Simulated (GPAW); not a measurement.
Here is a GPAW 26.7.0 calculation.

run.py

```python
from ase import Atoms
from ase.dft.bandgap import bandgap
from ase.io import write
from ase.units import GPa
from gpaw import GPAW, PW

atoms = Atoms(['Pr'],
              cell=[[-2.1944725387, 2.1944725387, 1.8859478524],
                    [2.1944725387, -2.1944725387, 1.8859478524],
                    [2.1944725387, 2.1944725387, -1.8859478524]],
              scaled_positions=[[0.0, 0.0, 0.0]],
              pbc=True)
atoms.set_initial_magnetic_moments([3.5])

calc = GPAW(mode=PW(800),
            xc='PBE',
            kpts={'size': (9, 9, 9), 'gamma': True},
            occupations={'name': 'fermi-dirac', 'width': 0.05},
            nbands=18,
            convergence={'density': 1e-05, 'energy': 1e-05},
            maxiter=150,
            txt='gpaw.txt')
atoms.calc = calc
energy = atoms.get_potential_energy()
forces = atoms.get_forces()
stress = atoms.get_stress()
calc.write('gs.gpw')
write('result.traj', atoms)
print(f'Energy: {energy:.6f} eV')
print('Forces (eV/A):')
print(forces.round(4))
print('Stress (GPa):', (stress / GPa).round(3))
print('Moments:', calc.get_magnetic_moments().round(3))
print('Fermi level:', round(calc.get_fermi_level(), 4), 'eV')
print(f'Gap: {bandgap(calc)[0]:.4f} eV, direct: {bandgap(calc, direct=True)[0]:.4f} eV')
```

Potentials or basis: GPAW PAW data sets (gpaw-data 1.2.1), pw.

The run is started by

```sh
$ OMP_NUM_THREADS=1 python run.py
```

Task: What does it give for the band gap on the k mesh?

Result: None (metal or under the smearing width).

Task: Predict the site moments.

Result: Pr +2.26 μB.

Stress tensor (GPa, compression positive):
```
-3.59  0.00  0.00
 0.00 -3.59  0.00
 0.00  0.00 -2.68
```

Caveat: one-centre terms of the f shell are cut off; the magnetic or orbital state may not be the lowest; spin-orbit coupling is left out, which moves the levels of the heavy elements. The state reached can hang on the start; a lower one may exist.
